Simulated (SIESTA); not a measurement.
Set up this calculation in SIESTA 5.4.2, as the native input.

```
Task                : band structure
Functional          : PBE-libxc
Potentials or basis : SG15 1.2 NC or PseudoDojo by element (PBE files)
Basis               : DZP (energy shift 0.01 Ry)
Grid cutoff         : 800 Ry
Energy shift        : 0.01 Ry
k mesh              : 11 × 11 × 11
Occupations         : fermi-dirac, width 0.05 eV
Spin                : no spin polarisation
```

The system is Ti.

```
Ti
1.0
     2.90985    0.00000    0.00000
     1.49912    2.53370    0.00000
     1.39675    0.90475    2.26931
Ti
1
Direct
  0.03124 0.98877 0.99285
```

The cell isn't the ideal one: cell strained at random at fixed volume.

One way to write it, as run:

Ti.fdf

```
SystemName                      Ti
SystemLabel                     Ti
NumberOfSpecies                 1
NumberOfAtoms                   1
%block ChemicalSpeciesLabel
  1  22 Ti
%endblock ChemicalSpeciesLabel

LatticeConstant                 2.9098458300 Ang
%block LatticeParameters
  1.0000000000 1.0117289582 0.9671013979 58.0322776299 60.2419912502 59.3882710303
%endblock LatticeParameters
AtomicCoordinatesFormat         Fractional
%block AtomicCoordinatesAndAtomicSpecies
     0.0312420000    -0.0112280000    -0.0071530000  1  Ti
%endblock AtomicCoordinatesAndAtomicSpecies

%block kgrid.MonkhorstPack
   11   0   0  0.0
    0  11   0  0.0
    0   0  11  0.0
%endblock kgrid.MonkhorstPack
%block XC.Mix
  2
  GGA LIBXC-00-GGA_X_PBE 1.0 0.0
  GGA LIBXC-00-GGA_C_PBE 0.0 1.0
%endblock XC.Mix
PAO.BasisSize                   DZP
PAO.EnergyShift                 0.01 Ry
Mesh.Cutoff                     800 Ry
OccupationFunction              FD
ElectronicTemperature           0.05 eV
MaxSCFIterations                120
SCF.MustConverge                false
SCF.Mixer.Method                Pulay
SCF.Mixer.Weight                0.25
SCF.Mixer.History               8
SCF.DM.Tolerance                5.0e-05
SCF.H.Tolerance                 1.0e-03 eV
WriteForces                     true
Charge.Mulliken                 end
BandLinesScale                  ReciprocalLatticeVectors
%block BandLines
    1   -0.500000  -0.500000  -0.500000  X
   11    0.000000   0.000000   0.000000  \Gamma
   11    0.000000   0.500000   0.000000  Y
    1   -0.500000   0.000000  -0.500000  L
   13    0.000000   0.000000   0.000000  \Gamma
   11    0.500000   0.000000   0.000000  Z
    1    0.000000  -0.500000  -0.500000  N
   12    0.000000   0.000000   0.000000  \Gamma
   12    0.500000   0.500000   0.000000  M
    1    0.000000   0.000000  -0.500000  R
   11    0.000000   0.000000   0.000000  \Gamma
%endblock BandLines
```

Potentials or basis: SG15 1.2 NC or PseudoDojo by element (PBE files), DZP (energy shift 0.01 Ry).

The run is started by

```bash
$ siesta < Ti.fdf > Ti.out 2>&1
```

It gave:

```
Pressure               : -0.5 GPa
Band gap on the k mesh : none (metal or under the smearing width)
```

Caveat: semicore shells carry a single zeta, which can move pressures by several GPa and volumes by a few percent; the basis of atomic orbitals isn't converged, which shifts pressures, moduli and gaps.

Wall time 23 s on 1 thread of Arm Neoverse V1, with other jobs on the host, peak memory 0.19 GiB.
